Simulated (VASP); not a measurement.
# SH2 in VASP: settings compared

Aim: see how the results for SH2 move with the level of theory and the settings. Levels: RPBE+D3(BJ), optB86b-vdW, rev-vdW-DF2. Tasks: single point.

Program: VASP 6.6.1. These are calculated values, not measurements. Logs are shortened: lines on timing, memory, paths and dates and some standing lists are left out, and cuts for length are marked.

## 1. Starting point

The cell holds a molecule in a box, 3 atoms: a = 12.326 Å, b = 12.826 Å, c = 13.326 Å, α = 90.00°, β = 90.00°, γ = 90.00°.

## 2. Single point, RPBE+D3(BJ)

Input file INCAR:

```
SYSTEM = H2S
PREC = Accurate
ENCUT = 400
EDIFF = 1E-6
ISMEAR = 0
SIGMA = 0.01
LREAL = .FALSE.
LASPH = .TRUE.
NELM = 100
ALGO = Normal
ISIF = 2
LWAVE = .FALSE.
LCHARG = .FALSE.
GGA = RP
IVDW = 12
NBANDS = 11
ISYM = 0
```

Input file KPOINTS:

```
regular mesh
0
G
  1 1 1
  0 0 0
```

Input file POSCAR:

```
H2S                                     
1.0
   12.3255669104      0.0000000000      0.0000000000
    0.0000000000     12.8255669104      0.0000000000
    0.0000000000      0.0000000000     13.3255669104
  S               H             
     1     2
Selective dynamics
Direct
     0.5240426748000004    0.5082814983000006    0.4599902109999974   F   F   F
     0.5102518241523043    0.4295442893792950    0.5260118629908058   T   T   T
     0.4639902196553888    0.5735585309224360    0.5168398112876869   T   T   T
```

Potentials or basis: VASP PAW PBE potentials, release 64 (S, H).

The run is started by

```
$ cat potpaw_PBE.64/S/POTCAR potpaw_PBE.64/H/POTCAR > POTCAR
$ mpirun -np 4 vasp_gam > vasp.out
```

OUTCAR:

```text
SYSTEM = H2S
   PREC = Accurate
   ENCUT = 400
   EDIFF = 1E-6
   ISMEAR = 0
   LREAL = .FALSE.
   LASPH = .TRUE.
   NELM = 100
   ISIF = 2
   GGA = RP
   IVDW = 12
   ISYM = 0
 IVDW          = 12

 ion  position               nearest neighbor table
   1  0.524  0.508  0.460-   3 1.35   2 1.35
   2  0.510  0.430  0.526-   1 1.35
   3  0.464  0.574  0.517-   1 1.35

IMPORTANT INFORMATION: All symmetrisations will be switched off!
NOSYMM: (Re-)initialisation of all symmetry stuff for point group C_1.

----------------------------------------------------------------------------------------

                                     Primitive cell

  volume of cell :    2106.5374

  direct lattice vectors                    reciprocal lattice vectors
    12.325566910  0.000000000  0.000000000     0.081132171  0.000000000  0.000000000
     0.000000000 12.825566910  0.000000000     0.000000000  0.077969263  0.000000000
     0.000000000  0.000000000 13.325566910     0.000000000  0.000000000  0.075043712

  length of vectors
    12.325566910 12.825566910 13.325566910     0.081132171  0.077969263  0.075043712

  position of ions in fractional coordinates (direct lattice)
     0.524042675  0.508281498  0.459990211
     0.510251824  0.429544289  0.526011863
     0.463990220  0.573558531  0.516839811

  ion indices of the primitive-cell ions
   primitive index   ion index
                 1           1
                 2           2
                 3           3

----------------------------------------------------------------------------------------

 KPOINTS: regular mesh

Automatic generation of k-mesh.
 Grid dimensions read from file:
 generate k-points for:    1    1    1

 Generating k-lattice:

  Cartesian coordinates                     Fractional coordinates (reciprocal lattice)
     0.081132171  0.000000000  0.000000000     1.000000000  0.000000000  0.000000000
     0.000000000  0.077969263  0.000000000     0.000000000  1.000000000  0.000000000
     0.000000000  0.000000000  0.075043712     0.000000000  0.000000000  1.000000000

  Length of vectors
     0.081132171  0.077969263  0.075043712

  Shift w.r.t. Gamma in fractional coordinates (k-lattice)
     0.000000000  0.000000000  0.000000000

 Subroutine IBZKPT returns following result:
 ===========================================

 Found      1 irreducible k-points:

 Following reciprocal coordinates:
            Coordinates               Weight
  0.000000  0.000000  0.000000      1.000000
   k-points           NKPTS =      1   k-points in BZ     NKDIM =      1   number of bands    NBANDS=     12
   number of dos      NEDOS =    301   number of ions     NIONS =      3
   total plane-waves  NPLWV = 604800
   dimension x,y,z NGX =    80 NGY =   84 NGZ =   90
   dimension x,y,z NGXF=   160 NGYF=  168 NGZF=  180
   ions per type =               1   2
   NGX,Y,Z   is equivalent  to a cutoff of  10.79, 10.89, 11.23 a.u.
   NGXF,Y,Z  is equivalent  to a cutoff of  21.58, 21.78, 22.46 a.u.
 SYSTEM =  H2S
   PREC   = accura    normal or accurate (medium, high low for compatibility)
   ISTART =      0    job   : 0-new  1-cont  2-samecut
   ICHARG =      2    charge: 1-file 2-atom 10-const
   ISPIN  =      1    spin polarized calculation?
   LNONCOLLINEAR =      F non collinear calculations
   LSORBIT =      F    spin-orbit coupling
   LASPH  =      T    aspherical Exc in radial PAW
   ENCUT  =  400.0 eV  29.40 Ry    5.42 a.u.  20.10 20.92 21.73*2*pi/ulx,y,z
   NELM   =    100;   NELMIN=  2; NELMDL= -5     # of ELM steps
   EDIFF  = 0.1E-05   stopping-criterion for ELM
   LREAL  =      F    real-space projection
   EDIFFG = 0.1E-04   stopping-criterion for IOM
   NSW    =      0    number of steps for IOM
   IBRION =     -1    ionic relax: 0-MD 1-quasi-New 2-CG
   NFREE  =      0    steps in history (QN), initial steepest desc. (CG)
   ISIF   =      2    stress and relaxation
   ISYM   =      0    0-nonsym 1-usesym 2-fastsym
   POTIM  = 0.5000    time-step for ionic-motion
   TEBEG  =    0.0;   TEEND  =   0.0 temperature during run
   PSTRESS=    0.0 pullay stress
   NELECT =       8.0000    total number of electrons
   NUPDOWN=      -1.0000    fix difference up-down
   EMIN   =  10.00;   EMAX   =-10.00  energy-range for DOS
   EFERMI =   0.00;   METHOD = LEGACY
   ISMEAR =     0;   SIGMA  =   0.01  broadening in eV -4-tet -1-fermi 0-gaus
   EFERMI_NEDOS =   21; number of points for ismear=-14 and -15
   IALGO  =     38    algorithm
   IMIX   =      4    mixing-type and parameters
     AMIX     =   0.40;   BMIX     =  1.00
     AMIX_MAG =   1.60;   BMIX_MAG =  1.00
  volume/ion in A,a.u.               =     702.18      4738.54
  Fermi-wavevector in a.u.,A,eV,Ry     =   0.255416  0.482667  0.887609  0.065237
  Thomas-Fermi vector in A             =   1.077651
   LORBIT       =      0    0 simple, 1 ext, 2 COOP (PROOUT), +10 PAW based schemes
   GGA     = RP    functional components
   LHFCALC =     F    Hartree Fock is set to
   AEXX    =    0.0000 exact exchange contribution
   IVDW    =    12    specifies the selected vdW correction
   LEPSILON=     F    determine dielectric tensor
   LRPA    =     F    only Hartree local field effects (RPA)
 non-spin polarized calculation
 Gauss-broadening in eV      SIGMA  =   0.01
  energy-cutoff  :      400.00
  volume of cell :     2106.54
 maximum number of plane-waves:     19124
   NGX = 41   NGY = 41   NGZ = 43

 number of electron       8.0000000 magnetization

 Free energy of the ion-electron system (eV)
  ---------------------------------------------------
  ext. energy  EPLUGINS =         0.00000000
  ---------------------------------------------------
  free energy    TOTEN  =       -11.24350688 eV

  energy without entropy =      -11.24350688  energy(sigma->0) =      -11.24350688

 E-fermi :  -6.0975     XC(G=0):  -0.4228

 val. band max:       -6.1710664286   @ k =   0.0000   0.0000   0.0000
 cond. band min:      -0.8795302698   @ k =   0.0000   0.0000   0.0000
 fundamental gap:      5.2915361588
 Fermi energy:        -6.0974829385

 k-point     1 :       0.0000    0.0000    0.0000
  band No.  band energies     occupation
      1     -18.3901      2.00000
      2     -10.8202      2.00000
      3      -9.0017      2.00000
      4      -6.1711      2.00000
      5      -0.8795      0.00000
      6      -0.5752      0.00000
      7       0.2723      0.00000
      8       0.5272      0.00000
      9       0.5673      0.00000
     10       0.6984      0.00000
     11       0.7687      0.00000
     12       0.8096      0.00000

------------------------ aborting loop because EDIFF is reached ----------------------------------------

 Edisp (eV)   -0.14980

 E8    (eV) :    -0.0676

  FORCE on cell =-STRESS in cart. coord.  units (eV):
  Direction    XX          YY          ZZ          XY          YZ          ZX
  --------------------------------------------------------------------------------------
  -------------------------------------------------------------------------------------
  Total      -0.12429    -0.12221    -0.12636    -0.00103    -0.00010     0.00048
  in kB      -0.09453    -0.09295    -0.09611    -0.00079    -0.00008     0.00036
  external pressure =       -0.09 kB  Pullay stress =        0.00 kB

 VOLUME and BASIS-vectors are now :
 -----------------------------------------------------------------------------
  energy-cutoff  :      400.00
  volume of cell :     2106.54
      direct lattice vectors                 reciprocal lattice vectors
    12.325566910  0.000000000  0.000000000     0.081132171  0.000000000  0.000000000
     0.000000000 12.825566910  0.000000000     0.000000000  0.077969263  0.000000000
     0.000000000  0.000000000 13.325566910     0.000000000  0.000000000  0.075043712

 POSITION                                       TOTAL-FORCE (eV/Angst)
 -----------------------------------------------------------------------------------
      6.45912      6.51900      6.12963        -0.002439     -0.000807      0.005234
      6.28914      5.50915      7.00941         0.000576      0.002950     -0.002693
      5.71894      7.35621      6.88718         0.001863     -0.002143     -0.002540
 -----------------------------------------------------------------------------------
    total drift:                                0.000182      0.000173     -0.000114

  FREE ENERGIE OF THE ION-ELECTRON SYSTEM (eV)
  ---------------------------------------------------
  free  energy   TOTEN  =       -11.3933092688 eV

  energy  without entropy=      -11.3933092688  energy(sigma->0) =      -11.39330927
```

It took 56 s on 4 MPI ranks of Intel Xeon Platinum 8375C at 2.90GHz (Ice Lake), shared host; peak memory 0.39 GiB.

Results:

* Free energy: -11.3933 eV
* Largest force: 0.006 eV/Å
* Gap between the frontier levels: 5.29 eV
* Dispersion energy per atom: -0.050 eV

Forces in eV/Å, atoms in the order of the input:
```
S   -0.002 -0.001  0.005
H    0.001  0.003 -0.003
H    0.002 -0.002 -0.003
```

Caveat: the PAW data sets were made with another functional, which shifts forces and pressure a little. A hybrid or GW would open this gap; RPBE tends to underestimate it.

## 3. Single point, optB86b-vdW

INCAR, as its differences from that of step 2:

```diff
@@ -13,4 +13,7 @@
 LCHARG = .FALSE.
-GGA = RP
-IVDW = 12
+GGA = MK
+LUSE_VDW = .TRUE.
+AGGAC = 0.0
+PARAM1 = 0.1234
+PARAM2 = 1.0
 NBANDS = 11
```

KPOINTS is that of step 2.

POSCAR is that of step 2.

Potentials or basis: VASP PAW PBE potentials, release 64 (S, H).

The run is started by

```
$ cat potpaw_PBE.64/S/POTCAR potpaw_PBE.64/H/POTCAR > POTCAR
$ mpirun -np 4 vasp_gam > vasp.out
```

OUTCAR:

```text
SYSTEM = H2S
   PREC = Accurate
   ENCUT = 400
   EDIFF = 1E-6
   ISMEAR = 0
   LREAL = .FALSE.
   LASPH = .TRUE.
   NELM = 100
   ISIF = 2
   GGA = MK
   ISYM = 0

 ion  position               nearest neighbor table
   1  0.524  0.508  0.460-   3 1.35   2 1.35
   2  0.510  0.430  0.526-   1 1.35
   3  0.464  0.574  0.517-   1 1.35

IMPORTANT INFORMATION: All symmetrisations will be switched off!
NOSYMM: (Re-)initialisation of all symmetry stuff for point group C_1.

----------------------------------------------------------------------------------------

                                     Primitive cell

  volume of cell :    2106.5374

  direct lattice vectors                    reciprocal lattice vectors
    12.325566910  0.000000000  0.000000000     0.081132171  0.000000000  0.000000000
     0.000000000 12.825566910  0.000000000     0.000000000  0.077969263  0.000000000
     0.000000000  0.000000000 13.325566910     0.000000000  0.000000000  0.075043712

  length of vectors
    12.325566910 12.825566910 13.325566910     0.081132171  0.077969263  0.075043712

  position of ions in fractional coordinates (direct lattice)
     0.524042675  0.508281498  0.459990211
     0.510251824  0.429544289  0.526011863
     0.463990220  0.573558531  0.516839811

  ion indices of the primitive-cell ions
   primitive index   ion index
                 1           1
                 2           2
                 3           3

----------------------------------------------------------------------------------------

 KPOINTS: regular mesh

Automatic generation of k-mesh.
 Grid dimensions read from file:
 generate k-points for:    1    1    1

 Generating k-lattice:

  Cartesian coordinates                     Fractional coordinates (reciprocal lattice)
     0.081132171  0.000000000  0.000000000     1.000000000  0.000000000  0.000000000
     0.000000000  0.077969263  0.000000000     0.000000000  1.000000000  0.000000000
     0.000000000  0.000000000  0.075043712     0.000000000  0.000000000  1.000000000

  Length of vectors
     0.081132171  0.077969263  0.075043712

  Shift w.r.t. Gamma in fractional coordinates (k-lattice)
     0.000000000  0.000000000  0.000000000

 Subroutine IBZKPT returns following result:
 ===========================================

 Found      1 irreducible k-points:

 Following reciprocal coordinates:
            Coordinates               Weight
  0.000000  0.000000  0.000000      1.000000
   k-points           NKPTS =      1   k-points in BZ     NKDIM =      1   number of bands    NBANDS=     12
   number of dos      NEDOS =    301   number of ions     NIONS =      3
   total plane-waves  NPLWV = 604800
   dimension x,y,z NGX =    80 NGY =   84 NGZ =   90
   dimension x,y,z NGXF=   160 NGYF=  168 NGZF=  180
   ions per type =               1   2
   NGX,Y,Z   is equivalent  to a cutoff of  10.79, 10.89, 11.23 a.u.
   NGXF,Y,Z  is equivalent  to a cutoff of  21.58, 21.78, 22.46 a.u.
 SYSTEM =  H2S
   PREC   = accura    normal or accurate (medium, high low for compatibility)
   ISTART =      0    job   : 0-new  1-cont  2-samecut
   ICHARG =      2    charge: 1-file 2-atom 10-const
   ISPIN  =      1    spin polarized calculation?
   LNONCOLLINEAR =      F non collinear calculations
   LSORBIT =      F    spin-orbit coupling
   LASPH  =      T    aspherical Exc in radial PAW
   ENCUT  =  400.0 eV  29.40 Ry    5.42 a.u.  20.10 20.92 21.73*2*pi/ulx,y,z
   NELM   =    100;   NELMIN=  2; NELMDL= -5     # of ELM steps
   EDIFF  = 0.1E-05   stopping-criterion for ELM
   LREAL  =      F    real-space projection
   EDIFFG = 0.1E-04   stopping-criterion for IOM
   NSW    =      0    number of steps for IOM
   IBRION =     -1    ionic relax: 0-MD 1-quasi-New 2-CG
   NFREE  =      0    steps in history (QN), initial steepest desc. (CG)
   ISIF   =      2    stress and relaxation
   ISYM   =      0    0-nonsym 1-usesym 2-fastsym
   POTIM  = 0.5000    time-step for ionic-motion
   TEBEG  =    0.0;   TEEND  =   0.0 temperature during run
   PSTRESS=    0.0 pullay stress
   NELECT =       8.0000    total number of electrons
   NUPDOWN=      -1.0000    fix difference up-down
   EMIN   =  10.00;   EMAX   =-10.00  energy-range for DOS
   EFERMI =   0.00;   METHOD = LEGACY
   ISMEAR =     0;   SIGMA  =   0.01  broadening in eV -4-tet -1-fermi 0-gaus
   EFERMI_NEDOS =   21; number of points for ismear=-14 and -15
   IALGO  =     38    algorithm
   IMIX   =      4    mixing-type and parameters
     AMIX     =   0.40;   BMIX     =  1.00
     AMIX_MAG =   1.60;   BMIX_MAG =  1.00
  volume/ion in A,a.u.               =     702.18      4738.54
  Fermi-wavevector in a.u.,A,eV,Ry     =   0.255416  0.482667  0.887609  0.065237
  Thomas-Fermi vector in A             =   1.077651
   LORBIT       =      0    0 simple, 1 ext, 2 COOP (PROOUT), +10 PAW based schemes
   GGA     = MK    functional components
   LHFCALC =     F    Hartree Fock is set to
   AEXX    =    0.0000 exact exchange contribution
   IVDW_NL    =     1    kernel type
   BPARAM     = 6.3000
   IVDW    =     0    specifies the selected vdW correction
   LEPSILON=     F    determine dielectric tensor
   LRPA    =     F    only Hartree local field effects (RPA)
 non-spin polarized calculation
 Gauss-broadening in eV      SIGMA  =   0.01
  energy-cutoff  :      400.00
  volume of cell :     2106.54
 maximum number of plane-waves:     19124
   NGX = 41   NGY = 41   NGZ = 43

 number of electron       8.0000000 magnetization

 Free energy of the ion-electron system (eV)
  ---------------------------------------------------
  ext. energy  EPLUGINS =         0.00000000
  ---------------------------------------------------
  free energy    TOTEN  =        -9.26254239 eV

  energy without entropy =       -9.26254239  energy(sigma->0) =       -9.26254239

 E-fermi :  -6.1027     XC(G=0):  -0.5784

 val. band max:       -6.1959317769   @ k =   0.0000   0.0000   0.0000
 cond. band min:      -1.0356453450   @ k =   0.0000   0.0000   0.0000
 fundamental gap:      5.1602864319
 Fermi energy:        -6.1026613686

 k-point     1 :       0.0000    0.0000    0.0000
  band No.  band energies     occupation
      1     -18.3960      2.00000
      2     -10.8442      2.00000
      3      -9.0141      2.00000
      4      -6.1959      2.00000
      5      -1.0356      0.00000
      6      -0.6377      0.00000
      7       0.1627      0.00000
      8       0.3109      0.00000
      9       0.3607      0.00000
     10       0.4908      0.00000
     11       0.5548      0.00000
     12       0.5874      0.00000

------------------------ aborting loop because EDIFF is reached ----------------------------------------

  FORCE on cell =-STRESS in cart. coord.  units (eV):
  Direction    XX          YY          ZZ          XY          YZ          ZX
  --------------------------------------------------------------------------------------
  -------------------------------------------------------------------------------------
  Total       -0.1272588     -0.0962821     -0.1239111     -0.0114387     -0.0038704     -0.0057969
  in kB       -0.0967897     -0.0732296     -0.0942436     -0.0087000     -0.0029437     -0.0044090
  external PRESSURE =      -0.0880876 kB  Pullay stress =       0.0000000 kB

 VOLUME and BASIS-vectors are now :
 -----------------------------------------------------------------------------
  energy-cutoff  :      400.00
  volume of cell :     2106.54
      direct lattice vectors                 reciprocal lattice vectors
    12.325566910  0.000000000  0.000000000     0.081132171  0.000000000  0.000000000
     0.000000000 12.825566910  0.000000000     0.000000000  0.077969263  0.000000000
     0.000000000  0.000000000 13.325566910     0.000000000  0.000000000  0.075043712

 POSITION                                       TOTAL-FORCE (eV/Angst)
 -----------------------------------------------------------------------------------
      6.45912      6.51900      6.12963         0.005646      0.000630     -0.009111
      6.28914      5.50915      7.00941         0.002535     -0.016929      0.005786
      5.71894      7.35621      6.88718        -0.008181      0.016299      0.003325
 -----------------------------------------------------------------------------------
    total drift:                                0.000337     -0.000135      0.000073

  FREE ENERGIE OF THE ION-ELECTRON SYSTEM (eV)
  ---------------------------------------------------
  free  energy   TOTEN  =        -9.2625423944 eV

  energy  without entropy=       -9.2625423944  energy(sigma->0) =       -9.26254239

Total vdW correction in eV:      2.0551871
```

It took 11 min on 4 MPI ranks of Intel Xeon Platinum 8375C at 2.90GHz (Ice Lake), shared host; peak memory 1.1 GiB.

Results:

```
Free energy                     : -9.2625 eV
Largest force                   : 0.019 eV/Å
Gap between the frontier levels : 5.16 eV
```

Forces in eV/Å, atoms in the order of the input:
```
S    0.006  0.001 -0.009
H    0.003 -0.017  0.006
H   -0.008  0.016  0.003
```

Levels at points of the mesh, in eV from the valence-band top:
```tsv
k point	band 2	band 3	band 4	band 5	band 6	band 7
(0.00, 0.00, 0.00)	-4.65	-2.82	0.00	5.16	5.56	6.36
```

Caveat: the PAW data sets were made with another functional, which shifts forces and pressure a little.

(Part 1 of 2 ends here.)
